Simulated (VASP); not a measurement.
# KTaO3: the relaxed cell at several levels of theory

Which functional gives which lattice for KTaO3? The starting structure is a measured crystal structure from the Crystallography Open Database. The first relaxation on each setting starts from this cell expanded by 3 % in volume.

Calculated with VASP 6.6.1; Kohn-Sham DFT with plane waves and PAW; PBEsol, LDA, PBE, PBEsol + D3(BJ), r2SCAN, r2SCAN + rVV10, optB86b-vdW and SCAN.

**1. The starting structure**

The structure is cubic, space group Pm-3m (No. 221). The conventional cell has a = 3.988 Å, b = 3.988 Å, c = 3.988 Å, α = 90.00°, β = 90.00°, γ = 90.00°. Nearest to Ta lie 6 O at 1.99 Å. K has 12 O at 2.82 Å nearest. Nearest to O lie 2 Ta at 1.99 Å and 4 K at 2.82 Å. Farther neighbours and most contacts between anions are not listed.

Structure file:

```xyz
5
Lattice="3.9883 0.0000 0.0000 0.0000 3.9883 0.0000 0.0000 0.0000 3.9883" Properties=species:S:1:pos:R:3 pbc="T T T"
Ta    0.0000    0.0000    0.0000
K     1.9942    1.9942    1.9942
O     0.0000    0.0000    1.9942
O     0.0000    1.9942    0.0000
O     1.9942    0.0000    0.0000
```

**2. Relaxation with PBEsol**

PBEsol restores the gradient expansion of exchange and is tuned for the cells of solids.

INCAR reads:

```
SYSTEM = KTaO3
PREC = Accurate
ENCUT = 520
EDIFF = 1E-06
NELM = 100
ISMEAR = 0
SIGMA = 0.03
LREAL = .FALSE.
ALGO = Normal
GGA = PS
NBANDS = 25
LORBIT = 11
LWAVE = .FALSE.
LCHARG = .FALSE.
KPAR = 4
IBRION = 2
NSW = 50
ISIF = 3
EDIFFG = -0.004
```

POSCAR reads:

```
KTaO3
1.0
    4.0277906871      0.0000000000      0.0000000000
    0.0000000000      4.0277906871      0.0000000000
    0.0000000000      0.0000000000      4.0277906871
Ta K O
1 1 3
Direct
    0.0000000000      0.0000000000      0.0000000000
    0.5000000000      0.5000000000      0.5000000000
    0.0000000000      0.0000000000      0.5000000000
    0.0000000000      0.5000000000      0.0000000000
    0.5000000000      0.0000000000      0.0000000000
```

KPOINTS reads:

```
Automatic mesh
0
Gamma
6 6 6
0 0 0
```

Potentials, in the order of the species: Ta_pv, K_sv and O (PBE family, release 64).

The run is started by

```
$ mpirun -np 4 vasp_std
```

Log:

```text
[banner, memory and clock lines left out]
running    4 mpi-ranks, on    1 nodes
 distrk:  each k-point on    1 cores,    4 groups
 distr:  one band on    1 cores,    1 groups

 POSCAR found type information on POSCAR TaK O
 POSCAR found :  3 types and       5 ions
|                                                                             |
|               ----> ADVICE to this user running VASP <----                  |
|                                                                             |
|     You enforced a specific xc type in the INCAR file but a different       |
|     [... a line on the potential file left out ...]
|     I HOPE YOU KNOW WHAT YOU ARE DOING!                                     |
|                                                                             |

 LDA part: xc-table for (Slater+PW92), standard interpolation
 POSCAR, INCAR and KPOINTS ok, starting setup
 FFT: planning ... GRIDC
 FFT: planning ... GRID_SOFT
 FFT: planning ... GRID
 WAVECAR not read
 entering main loop
       N       E                     dE             d eps       ncg     rms          rms(c)
DAV:   1     0.322982017682E+03    0.32298E+03   -0.20920E+04  1000   0.151E+03
DAV:   2    -0.318809520727E+02   -0.35486E+03   -0.34680E+03  1176   0.425E+02
DAV:   3    -0.501919367709E+02   -0.18311E+02   -0.18245E+02  1462   0.950E+01
DAV:   4    -0.508124196702E+02   -0.62048E+00   -0.61987E+00  1629   0.111E+01
DAV:   5    -0.508155375131E+02   -0.31178E-02   -0.31175E-02  1365   0.836E-01    0.320E+01
DAV:   6    -0.431664300047E+02    0.76491E+01   -0.36742E+01  1326   0.403E+01    0.128E+01
DAV:   7    -0.429774142770E+02    0.18902E+00   -0.23882E+00  1189   0.946E+00    0.873E+00
DAV:   8    -0.429079599193E+02    0.69454E-01   -0.45385E-01  1319   0.559E+00    0.230E+00
DAV:   9    -0.428918944948E+02    0.16065E-01   -0.35858E-02  1278   0.150E+00    0.341E-01
DAV:  10    -0.428902657142E+02    0.16288E-02   -0.13229E-02  1395   0.749E-01    0.811E-02
DAV:  11    -0.428902658982E+02   -0.18394E-06   -0.10422E-03  1314   0.201E-01    0.289E-02
DAV:  12    -0.428902830669E+02   -0.17169E-04   -0.63528E-05  1357   0.691E-02    0.907E-03
DAV:  13    -0.428902821823E+02    0.88466E-06   -0.73394E-06  1389   0.232E-02
   1 F= -.42890282E+02 E0= -.42890282E+02  d E =-.428903E+02
 curvature:   0.00 expect dE= 0.000E+00 dE for cont linesearch  0.000E+00
 trial: gam= 0.00000 g(F)=  0.000E+00 g(S)=  0.138E+00 ort = 0.000E+00 (trialstep = 0.100E+01)
 search vector abs. value=  0.138E+00
 bond charge predicted
       N       E                     dE             d eps       ncg     rms          rms(c)
DAV:   1    -0.437235157704E+02   -0.83323E+00   -0.24406E+01  1173   0.447E+01    0.859E+00
DAV:   2    -0.430165536128E+02    0.70696E+00   -0.23488E+00  1129   0.109E+01    0.392E+00
DAV:   3    -0.428765229074E+02    0.14003E+00   -0.26320E-01  1484   0.467E+00    0.112E+00
DAV:   4    -0.428664244027E+02    0.10099E-01   -0.62030E-02  1534   0.163E+00    0.661E-01
DAV:   5    -0.428680795566E+02   -0.16552E-02   -0.62547E-03  1613   0.466E-01    0.129E-01
DAV:   6    -0.428681607561E+02   -0.81199E-04   -0.98038E-04  1573   0.195E-01    0.677E-02
DAV:   7    -0.428682378752E+02   -0.77119E-04   -0.90464E-05  1577   0.621E-02    0.105E-02
DAV:   8    -0.428682373349E+02    0.54028E-06   -0.32491E-06  1175   0.149E-02
   2 F= -.42868237E+02 E0= -.42868237E+02  d E =0.220448E-01
 trial-energy change:    0.022045  1 .order    0.026236   -0.138288    0.190760
 step:   0.4391(harm=  0.4203)  dis= 0.00000  next Energy=   -42.920997 (dE=-0.307E-01)
 bond charge predicted
       N       E                     dE             d eps       ncg     rms          rms(c)
DAV:   1    -0.431888221541E+02   -0.32058E+00   -0.76927E+00  1124   0.254E+01    0.486E+00
DAV:   2    -0.429709688103E+02    0.21785E+00   -0.73254E-01  1180   0.600E+00    0.229E+00
DAV:   3    -0.429257239202E+02    0.45245E-01   -0.78309E-02  1353   0.259E+00    0.899E-01
DAV:   4    -0.429209917080E+02    0.47322E-02   -0.29721E-02  1496   0.104E+00    0.516E-01
DAV:   5    -0.429214679211E+02   -0.47621E-03   -0.16690E-03  1624   0.245E-01    0.146E-01
DAV:   6    -0.429215192570E+02   -0.51336E-04   -0.57487E-04  1595   0.145E-01    0.358E-02
DAV:   7    -0.429215175364E+02    0.17206E-05   -0.19573E-05  1325   0.282E-02    0.970E-03
DAV:   8    -0.429215163665E+02    0.11699E-05   -0.12842E-06  1211   0.714E-03    0.336E-03
DAV:   9    -0.429215168259E+02   -0.45943E-06   -0.23464E-07   687   0.363E-03
   3 F= -.42921517E+02 E0= -.42921517E+02  d E =-.312346E-01
 curvature:  -0.21 expect dE=-0.154E-05 dE for cont linesearch -0.154E-05
 trial: gam=-0.00722 g(F)=  0.539E-65 g(S)=  0.732E-05 ort = 0.101E-02 (trialstep = 0.888E+00)
 search vector abs. value=  0.488E-09
 reached required accuracy - stopping structural energy minimisation
```

It took 9.2 s on 4 MPI ranks of AMD EPYC 9R45, shared host; peak memory 0.7 GiB; 35 s of CPU time.

Lines that name or quote the potential files are left out of all logs, and their timing lines are given in words.

From OUTCAR (step 2):

```text
ion  position               nearest neighbor table
   1  0.000  0.000  0.000-   3 2.01   4 2.01   5 2.01   3 2.01   4 2.01   5 2.01   2 3.49   2 3.49
                             2 3.49   2 3.49   2 3.49   2 3.49   2 3.49   2 3.49
   2  0.500  0.500  0.500-   3 2.85   4 2.85   5 2.85   4 2.85   5 2.85   3 2.85   5 2.85   5 2.85
                             3 2.85   4 2.85   4 2.85   3 2.85   1 3.49   1 3.49   1 3.49   1 3.49
   3  0.000  0.000  0.500-   1 2.01   1 2.01   2 2.85   2 2.85   2 2.85   2 2.85
   4  0.000  0.500  0.000-   1 2.01   1 2.01   2 2.85   2 2.85   2 2.85   2 2.85
   5  0.500  0.000  0.000-   1 2.01   1 2.01   2 2.85   2 2.85   2 2.85   2 2.85

  LATTYP: Found a simple cubic cell.
 ALAT       =     4.0277906871

 Subroutine GETGRP returns: Found 48 space group operations
 (whereof 48 operations were pure point group operations)

The static configuration has the point symmetry O_h .

 Found     20 irreducible k-points:

   k-points           NKPTS =     20   k-points in BZ     NKDIM =     20   number of bands    NBANDS=     25

   dimension x,y,z NGX =    30 NGY =   30 NGZ =   30
   dimension x,y,z NGXF=    60 NGYF=   60 NGZF=   60

   ENCUT  =  520.0 eV  38.22 Ry    6.18 a.u.   7.49  7.49  7.49*2*pi/ulx,y,z

   NELECT =      38.0000    total number of electrons

 k-points in reciprocal lattice and weights: Automatic mesh
   0.00000000  0.00000000  0.00000000       0.005
   0.16666667  0.00000000  0.00000000       0.028
   0.33333333  0.00000000  0.00000000       0.028
   0.50000000  0.00000000  0.00000000       0.014
   0.16666667  0.16666667  0.00000000       0.056
   0.33333333  0.16666667  0.00000000       0.111
   0.50000000  0.16666667  0.00000000       0.056
   0.33333333  0.33333333  0.00000000       0.056
   0.50000000  0.33333333  0.00000000       0.056
[...]
0.50000000  0.50000000  0.33333333       0.028
   0.50000000  0.50000000  0.50000000       0.005

 average (electrostatic) potential at core
       1 -40.4998       2 -32.5556       3 -71.8765       4 -71.8765       5 -71.8765

 E-fermi :   1.8249

 k-point     1 :       0.0000    0.0000    0.0000
  band No.  band energies     occupation
    ...
     15       0.5803      2.00000
     16       0.5803      2.00000
     17       1.0277      2.00000
     18       1.0277      2.00000
     19       1.0277      2.00000
     20       3.7298      0.00000
     21       3.7298      0.00000
     22       3.7298      0.00000
     23       8.0820      0.00000
     24       8.3885      0.00000
    ...

 k-point     2 :       0.1667    0.0000    0.0000
  band No.  band energies     occupation
    ...
     15       0.1711      2.00000
     16       0.3429      2.00000
     17       0.4544      2.00000
     18       0.9124      2.00000
     19       0.9124      2.00000
     20       3.7689      0.00000
     21       4.5430      0.00000
     22       4.5430      0.00000
     23       8.4026      0.00000
     24       8.5215      0.00000
    ...

 k-point     3 :       0.3333    0.0000    0.0000
  band No.  band energies     occupation
    ...
     15      -0.4538      2.00000
     16      -0.3100      2.00000
     17       0.2192      2.00000
     18       0.8289      2.00000
     19       0.8289      2.00000
     20       3.8498      0.00000
     21       5.9320      0.00000
     22       5.9320      0.00000
     23       8.4220      0.00000
     24       9.4270      0.00000
    ...

  Total       -0.0159077     -0.0159077     -0.0159077      0.0000000      0.0000000     -0.0000000
  in kB       -0.4010872     -0.4010872     -0.4010872      0.0000000      0.0000000     -0.0000000
  external PRESSURE =      -0.4010872 kB  Pullay stress =       0.0000000 kB

  energy-cutoff  :      520.00
  volume of cell :       63.54
      direct lattice vectors                 reciprocal lattice vectors
     3.990493067 -0.000000000 -0.000000000     0.250595599  0.000000000 -0.000000000
    -0.000000000  3.990493067 -0.000000000     0.000000000  0.250595599  0.000000000
     0.000000000 -0.000000000  3.990493067     0.000000000  0.000000000  0.250595599

 POSITION                                       TOTAL-FORCE (eV/Angst)
 -----------------------------------------------------------------------------------
      0.00000      0.00000      0.00000        -0.000000      0.000000      0.000000
      1.99525      1.99525      1.99525         0.000000      0.000000      0.000000
      0.00000     -0.00000      1.99525        -0.000000     -0.000000      0.000000
     -0.00000      1.99525     -0.00000        -0.000000      0.000000      0.000000
      1.99525     -0.00000     -0.00000        -0.000000      0.000000      0.000000
 -----------------------------------------------------------------------------------
    total drift:                                0.000000     -0.000000      0.000000

  FREE ENERGIE OF THE ION-ELECTRON SYSTEM (eV)
  ---------------------------------------------------
  free  energy   TOTEN  =       -42.9215168259 eV

  energy  without entropy=      -42.9215168259  energy(sigma->0) =      -42.92151683

 reached required accuracy - stopping structural energy minimisation

 total charge
# of ion       s       p       d       tot
------------------------------------------
    1        0.348   6.359   2.070   8.777
    2        1.960   5.587   0.049   7.596
    3        1.557   3.500   0.000   5.057
    4        1.557   3.500   0.000   5.057
    5        1.557   3.500   0.000   5.057
--------------------------------------------------
tot          6.979  22.446   2.119  31.543

[... 3 further parts left out ...]
```

CONTCAR:

```
KTaO3
   1.00000000000000
     3.9904930671545134   -0.0000000000000000   -0.0000000000000000
    -0.0000000000000000    3.9904930671545134   -0.0000000000000000
     0.0000000000000000   -0.0000000000000000    3.9904930671545134
  Ta              K               O
     1     1     3
Direct
     0.0000000000000000    0.0000000000000000    0.0000000000000000
     0.5000000000000000    0.5000000000000000    0.5000000000000000
     0.0000000000000000    0.0000000000000000    0.5000000000000000
     0.0000000000000000    0.5000000000000000    0.0000000000000000
     0.5000000000000000    0.0000000000000000    0.0000000000000000
```

The PAW data sets were made with PBE, which is usual practice but a small mismatch for other functionals. The run keeps the 48 symmetry operations of its start, so it cannot find a distortion of lower symmetry.

With PBEsol the relaxed cell holds 12.709 Å³ an atom, +0.17 % against the measured cell, with a = 3.990 Å. Pressures at 0.985 and 1.015 times this volume, from two more relaxations that aren't shown, give a bulk modulus of 203.8 GPa.

**3. Relaxation with LDA**

LDA, the lowest rung, knows the local density alone. This run starts from the cell of an earlier relaxation, which isn't shown; the restart sets up the plane waves anew.

INCAR, as its differences from that of step 2:

```diff
@@ -9,3 +9,3 @@
 ALGO = Normal
-GGA = PS
+GGA = CA
 NBANDS = 25
```

POSCAR, as its differences from that of step 2:

```diff
@@ -2,5 +2,5 @@
 1.0
-    4.0277906871      0.0000000000      0.0000000000
-    0.0000000000      4.0277906871      0.0000000000
-    0.0000000000      0.0000000000      4.0277906871
+    3.9596743521      0.0000000000      0.0000000000
+    0.0000000000      3.9596743521      0.0000000000
+    0.0000000000      0.0000000000      3.9596743521
 Ta K O
```

KPOINTS is that of step 2.

Potentials, in the order of the species: Ta_pv, K_sv and O (LDA family, release 64).

The run is started by

```
$ mpirun -np 4 vasp_std
```

Log:

```text
[banner, memory and clock lines left out]
running    4 mpi-ranks, on    1 nodes
[...]
LDA part: xc-table for (Slater(with rela. corr.)+CA(PZ))
 , standard interpolation
 POSCAR, INCAR and KPOINTS ok, starting setup
[...]
entering main loop
       N       E                     dE             d eps       ncg     rms          rms(c)
DAV:   1     0.329955624404E+03    0.32996E+03   -0.20907E+04  1000   0.154E+03
DAV:   2    -0.333962326089E+02   -0.36335E+03   -0.35360E+03  1172   0.441E+02
DAV:   3    -0.528010241809E+02   -0.19405E+02   -0.19341E+02  1479   0.982E+01
DAV:   4    -0.533018874029E+02   -0.50086E+00   -0.49985E+00  1599   0.114E+01
[...]
DAV:  11    -0.450578755001E+02    0.63255E-04   -0.78844E-04  1386   0.193E-01    0.310E-02
DAV:  12    -0.450578773545E+02   -0.18544E-05   -0.27693E-05  1491   0.402E-02    0.670E-03
DAV:  13    -0.450578768592E+02    0.49529E-06   -0.24621E-06  1094   0.121E-02
   1 F= -.45057877E+02 E0= -.45057877E+02  d E =-.450579E+02
[...]
DAV:   1    -0.450579857212E+02   -0.10837E-03   -0.32493E-03  1222   0.531E-01    0.101E-01
DAV:   2    -0.450578908663E+02    0.94855E-04   -0.32654E-04  1209   0.128E-01    0.451E-02
DAV:   3    -0.450578720319E+02    0.18834E-04   -0.33554E-05  1337   0.550E-02    0.175E-02
DAV:   4    -0.450578701763E+02    0.18556E-05   -0.12336E-05  1434   0.213E-02    0.100E-02
DAV:   5    -0.450578703271E+02   -0.15077E-06   -0.53197E-07   898   0.541E-03
   2 F= -.45057870E+02 E0= -.45057870E+02  d E =0.653211E-05
 trial-energy change:    0.000007  1 .order    0.000003   -0.000019    0.000026
 step:   0.4222(harm=  0.4222)  dis= 0.00000  next Energy=   -45.057881 (dE=-0.393E-05)
[...]
N       E                     dE             d eps       ncg     rms          rms(c)
DAV:   1    -0.450579178254E+02   -0.47649E-04   -0.11119E-03  1124   0.310E-01    0.579E-02
DAV:   2    -0.450578865899E+02    0.31236E-04   -0.11004E-04  1171   0.746E-02    0.262E-02
DAV:   3    -0.450578802665E+02    0.63234E-05   -0.11067E-05  1295   0.316E-02    0.978E-03
DAV:   4    -0.450578796141E+02    0.65243E-06   -0.39523E-06  1236   0.122E-02
   3 F= -.45057880E+02 E0= -.45057880E+02  d E =-.275484E-05
[...]
reached required accuracy - stopping structural energy minimisation
```

It took 5.6 s on 4 MPI ranks; peak memory 0.61 GiB.

From OUTCAR (step 3):

```text
  Total       -0.0053213     -0.0053213     -0.0053213     -0.0000000     -0.0000000     -0.0000000
  in kB       -0.1372823     -0.1372823     -0.1372823     -0.0000000     -0.0000000     -0.0000000
  external PRESSURE =      -0.1372823 kB  Pullay stress =       0.0000000 kB

 POSITION                                       TOTAL-FORCE (eV/Angst)
 -----------------------------------------------------------------------------------
      0.00000      0.00000      0.00000        -0.000000      0.000000      0.000000
      1.98004      1.98004      1.98004         0.000000     -0.000000      0.000000
     -0.00000     -0.00000      1.98004        -0.000000     -0.000000      0.000000
     -0.00000      1.98004      0.00000        -0.000000      0.000000      0.000000
      1.98004     -0.00000      0.00000        -0.000000      0.000000      0.000000
 -----------------------------------------------------------------------------------
    total drift:                                0.000000     -0.000000      0.000000

  FREE ENERGIE OF THE ION-ELECTRON SYSTEM (eV)
  ---------------------------------------------------
  free  energy   TOTEN  =       -45.0578796141 eV

  energy  without entropy=      -45.0578796141  energy(sigma->0) =      -45.05787961

[... 2 parts as in an earlier step ...]

[... 2 further parts left out ...]
[key lines of the parts left out:]
E-fermi :   1.9202
```

With LDA the relaxed cell holds 12.421 Å³ an atom, -2.11 % against the measured cell, with a = 3.960 Å. That is -2.27 % from PBEsol. Pressures at 0.985 and 1.015 times this volume, from two more relaxations that aren't shown, give a bulk modulus of 218.0 GPa.

(Part 1 of 3 ends here.)

[Lines on the potential files, build, host, timing and source positions are cut from VASP's logs without a mark.]

[Logs are printed without paths, hosts, clocks, repeated set-up lines and the standing remarks that a program may print on its own settings, such as how far it seeks lower states.]

[Hosts, paths, dates, database ids (printed as entryN), source tags and the programs' standing remarks are cut or masked in the printed files.]
